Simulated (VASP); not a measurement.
# Lu (P6_3/mmc) in VASP: a series of runs

The runs below take Lu through single point, with PBE.

Everything below comes from runs of VASP 6.6.1. Logs are shortened: lines on timing, memory, paths and dates and some standing lists are left out, and cuts for length are marked.

## Step 1: The structure

It takes space group P6_3/mmc (No. 194, hexagonal). Conventional cell: a = 3.503 Å, b = 3.503 Å, c = 5.551 Å, α = 90.00°, β = 90.00°, γ = 120.00°. Around Lu (site symmetry -6m2) lie 12 Lu at 3.43 to 3.50 Å.

## Step 2: Single point, PBE

INCAR

```
SYSTEM = Lu
  PREC = Accurate
  ENCUT = 300
  EDIFF = 1E-6
  ISMEAR = 0
  SIGMA = 0.1
  LREAL = .False.
  LASPH = .True.
  NELM = 100
  ALGO = Normal
  ISIF = 2
  LWAVE = .False.
  LCHARG = .False.
  GGA = PE
  ADDGRID = .False.
```

KPOINTS

```
regular mesh
0
Gamma
  19 19 10
  0 0 0
```

POSCAR

```
Lu
1.0
    3.5031000000      0.0000000000      0.0000000000
   -1.7515500000      3.0337735920      0.0000000000
    0.0000000000      0.0000000000      5.5509000000
Lu
2
Direct
    0.6483880000      0.2977880000      0.7516770000
    0.3414390000      0.6668870000      0.2457360000
```

Potentials or basis: VASP PAW PBE potentials, release 64 (Lu_3), 4f in core.

The run is started by

```bash
$ cat potpaw_PBE.64/Lu_3/POTCAR > POTCAR
$ mpirun -np 1 vasp_std > vasp.out
```

OUTCAR:

```text
SYSTEM = Lu
   PREC = Accurate
   ENCUT = 300
   EDIFF = 1E-6
   ISMEAR = 0
   LREAL = .False.
   LASPH = .True.
   NELM = 100
   ISIF = 2
   GGA = PE

 Found   1806 irreducible k-points:

 Following reciprocal coordinates:
            Coordinates               Weight
  0.000000  0.000000  0.000000      1.000000
  0.052632  0.000000  0.000000      2.000000
  0.000000  0.052632  0.000000      2.000000
 -0.052632  0.052632  0.000000      2.000000
  0.105263  0.000000  0.000000      2.000000
  0.000000  0.105263  0.000000      2.000000
   k-points           NKPTS =   1806   k-points in BZ     NKDIM =   1806   number of bands    NBANDS=     13
   number of dos      NEDOS =    301   number of ions     NIONS =      2
   total plane-waves  NPLWV =  12800
   dimension x,y,z NGX =    20 NGY =   20 NGZ =   32
   dimension x,y,z NGXF=    40 NGYF=   40 NGZF=   64
   ions per type =               2
   NGX,Y,Z   is equivalent  to a cutoff of   9.49,  9.49,  9.58 a.u.
   NGXF,Y,Z  is equivalent  to a cutoff of  18.98, 18.98, 19.17 a.u.
 SYSTEM =  Lu
   PREC   = accura    normal or accurate (medium, high low for compatibility)
   ISTART =      0    job   : 0-new  1-cont  2-samecut
   ICHARG =      2    charge: 1-file 2-atom 10-const
   ISPIN  =      1    spin polarized calculation?
   LNONCOLLINEAR =      F non collinear calculations
   LSORBIT =      F    spin-orbit coupling
   LASPH  =      T    aspherical Exc in radial PAW
   ENCUT  =  300.0 eV  22.05 Ry    4.70 a.u.   4.95  4.95  7.84*2*pi/ulx,y,z
   NELM   =    100;   NELMIN=  2; NELMDL= -5     # of ELM steps
   EDIFF  = 0.1E-05   stopping-criterion for ELM
   LREAL  =      F    real-space projection
   EDIFFG = 0.1E-04   stopping-criterion for IOM
   NSW    =      0    number of steps for IOM
   IBRION =     -1    ionic relax: 0-MD 1-quasi-New 2-CG
   NFREE  =      0    steps in history (QN), initial steepest desc. (CG)
   ISIF   =      2    stress and relaxation
   ISYM   =      2    0-nonsym 1-usesym 2-fastsym
   POTIM  = 0.5000    time-step for ionic-motion
   TEBEG  =    0.0;   TEEND  =   0.0 temperature during run
   PSTRESS=    0.0 pullay stress
   NELECT =      18.0000    total number of electrons
   NUPDOWN=      -1.0000    fix difference up-down
   EMIN   =  10.00;   EMAX   =-10.00  energy-range for DOS
   EFERMI =   0.00;   METHOD = LEGACY
   ISMEAR =     0;   SIGMA  =   0.10  broadening in eV -4-tet -1-fermi 0-gaus
   EFERMI_NEDOS =   21; number of points for ismear=-14 and -15
   IALGO  =     38    algorithm
   IMIX   =      4    mixing-type and parameters
     AMIX     =   0.40;   BMIX     =  1.00
     AMIX_MAG =   1.60;   BMIX_MAG =  1.00
  volume/ion in A,a.u.               =      29.50       199.05
  Fermi-wavevector in a.u.,A,eV,Ry     =   1.102130  2.082723 16.526853  1.214689
  Thomas-Fermi vector in A             =   2.238568
   LORBIT       =      0    0 simple, 1 ext, 2 COOP (PROOUT), +10 PAW based schemes
   GGA     = PE    functional components
   LHFCALC =     F    Hartree Fock is set to
   AEXX    =    0.0000 exact exchange contribution
   IVDW    =     0    specifies the selected vdW correction
   LEPSILON=     F    determine dielectric tensor
   LRPA    =     F    only Hartree local field effects (RPA)
 non-spin polarized calculation
 Gauss-broadening in eV      SIGMA  =   0.10
  energy-cutoff  :      300.00
  volume of cell :       58.99
 maximum number of plane-waves:       716
   NGX =  9   NGY =  9   NGZ = 15

 number of electron      18.0000007 magnetization

 Free energy of the ion-electron system (eV)
  ---------------------------------------------------
  ext. energy  EPLUGINS =         0.00000000
  ---------------------------------------------------
  free energy    TOTEN  =        -8.90027821 eV

  energy without entropy =       -8.88198014  energy(sigma->0) =       -8.89112918

 E-fermi :   2.7744     XC(G=0):  -9.9082

 val. band max:        2.7742432288   @ k =   0.2632  -0.0526  -0.3000
 cond. band min:       2.7746123321   @ k =   0.2632   0.4211   0.3000
 fundamental gap:      0.0003691033
 Fermi energy:         2.7744388704

 k-point     1 :       0.0000    0.0000    0.0000
  band No.  band energies     occupation
      1     -24.2760      2.00000
      2     -23.8726      2.00000
      3     -23.8503      2.00000
      4     -23.7917      2.00000
      5     -23.7800      2.00000
      6     -23.7596      2.00000
      7      -3.2474      2.00000
      8       0.3417      2.00000
      9       3.3262      0.00000
     10       4.9431      0.00000
     11       5.0475      0.00000
     12       5.2031      0.00000
     13       5.6579      0.00000

 k-point     2 :       0.0526    0.0000    0.0000
  band No.  band energies     occupation
      1     -24.2719      2.00000
      2     -23.8765      2.00000
      3     -23.8585      2.00000
      4     -23.8002      2.00000
      5     -23.7822      2.00000
      6     -23.7613      2.00000
      7      -3.1812      2.00000
      8       0.4095      2.00000
      9       3.2766      0.00000
     10       4.7856      0.00000
     11       5.0215      0.00000
     12       5.3778      0.00000
     13       5.5460      0.00000

 k-point     3 :       0.0000    0.0526    0.0000
  band No.  band energies     occupation
      1     -24.2714      2.00000
      2     -23.8813      2.00000
      3     -23.8538      2.00000
      4     -23.7931      2.00000
      5     -23.7892      2.00000
      6     -23.7618      2.00000
      7      -3.1807      2.00000
      8       0.4115      2.00000
      9       3.2835      0.00000
     10       4.7275      0.00000
     11       5.1084      0.00000
     12       5.3279      0.00000
     13       5.7442      0.00000

 k-point     4 :      -0.0526    0.0526    0.0000
  band No.  band energies     occupation
      1     -24.2718      2.00000
      2     -23.8782      2.00000
      3     -23.8568      2.00000
      4     -23.7991      2.00000
      5     -23.7834      2.00000
      6     -23.7615      2.00000
      7      -3.1810      2.00000
      8       0.4101      2.00000
      9       3.2786      0.00000
     10       4.7666      0.00000
     11       5.0488      0.00000
     12       5.3774      0.00000
     13       5.5474      0.00000

 k-point     5 :       0.1053    0.0000    0.0000
  band No.  band energies     occupation
      1     -24.2601      2.00000
      2     -23.8932      2.00000
      3     -23.8765      2.00000
      4     -23.8262      2.00000
      5     -23.7870      2.00000
      6     -23.7663      2.00000
      7      -2.9855      2.00000
      8       0.6066      2.00000
      9       3.1376      0.00000
     10       4.4128      0.00000
     11       5.2032      0.00000
     12       5.2805      0.00000
     13       5.6733      0.00000

 k-point     6 :       0.0000    0.1053    0.0000
  band No.  band energies     occupation
      1     -24.2579      2.00000
      2     -23.9066      2.00000
      3     -23.8635      2.00000
      4     -23.8180      2.00000
      5     -23.7952      2.00000
      6     -23.7685      2.00000
      7      -2.9835      2.00000
      8       0.6151      2.00000
      9       3.1642      0.00000
     10       4.3536      0.00000
     11       5.2767      0.00000
     12       5.3041      0.00000
     13       5.7618      0.00000

 [... further k-points ...]

------------------------ aborting loop because EDIFF is reached ----------------------------------------

  FORCE on cell =-STRESS in cart. coord.  units (eV):
  Direction    XX          YY          ZZ          XY          YZ          ZX
  --------------------------------------------------------------------------------------
  -------------------------------------------------------------------------------------
  Total       -0.0319403      0.2145242     -0.2854637     -0.0340551     -0.0220812     -0.0045908
  in kB       -0.8674617      5.8262306     -7.7528664     -0.9248972     -0.5997009     -0.1246818
  external PRESSURE =      -0.9313658 kB  Pullay stress =       0.0000000 kB

 VOLUME and BASIS-vectors are now :
 -----------------------------------------------------------------------------
  energy-cutoff  :      300.00
  volume of cell :       58.99
      direct lattice vectors                 reciprocal lattice vectors
     3.503100000  0.000000000  0.000000000     0.285461448  0.164811244  0.000000000
    -1.751550000  3.033773592  0.000000000     0.000000000  0.329622488  0.000000000
     0.000000000  0.000000000  5.550900000     0.000000000  0.000000000  0.180150967

 POSITION                                       TOTAL-FORCE (eV/Angst)
 -----------------------------------------------------------------------------------
      1.74978      0.90342      4.17248         0.036658      0.164892     -0.139802
      0.02801      2.02318      1.36406        -0.036658     -0.164892      0.139802
 -----------------------------------------------------------------------------------
    total drift:                                0.000009      0.000018      0.000003

  FREE ENERGIE OF THE ION-ELECTRON SYSTEM (eV)
  ---------------------------------------------------
  free  energy   TOTEN  =        -8.9002782118 eV

  energy  without entropy=       -8.8819801396  energy(sigma->0) =       -8.89112918
```

Wall time 3.3 min (1 thread of Intel Xeon 6975P-C (Granite Rapids), shared host); peak memory 0.62 GiB.

These settings aren't checked as converged: the numbers below hold their error.

Results:

- Free energy: -8.9003 eV
- Pressure: -0.1 GPa
- Largest force: 0.219 eV/Å
- Band gap on the k mesh: none (metal or under the smearing width)

## Step 3: Single point, PBE

INCAR: that of step 2 with these lines changed.

```diff
@@ -2,3 +2,3 @@
   PREC = Accurate
-  ENCUT = 300
+  ENCUT = 900
   EDIFF = 1E-6
```

KPOINTS

```
regular mesh
0
Gamma
  11 11 6
  0 0 0
```

POSCAR

```
Lu
1.0
    3.5031000000      0.0000000000      0.0000000000
   -1.7515500000      3.0337735920      0.0000000000
    0.0000000000      0.0000000000      5.5509000000
Lu
2
Direct
    0.6666666667      0.3333333333      0.7500000000
    0.3333333333      0.6666666667      0.2500000000
```

Potentials or basis: VASP PAW PBE potentials, release 64 (Lu_3), 4f in core.

The run is started by

```bash
$ cat potpaw_PBE.64/Lu_3/POTCAR > POTCAR
$ mpirun -np 1 vasp_std > vasp.out
```

It took 53 s on 1 thread of Intel Xeon 6975P-C (Granite Rapids), shared host; peak memory 0.3 GiB.

The run converged, but some of its settings lie outside the range that counts as converged, so its numbers aren't taken as properties of the crystal.

What came out:

```yaml
Free_energy: -8.9153 eV
Pressure: -0.1 GPa
Band_gap_on_the_k_mesh: none (metal or under the smearing width)
```

[end of part 1 of 2]
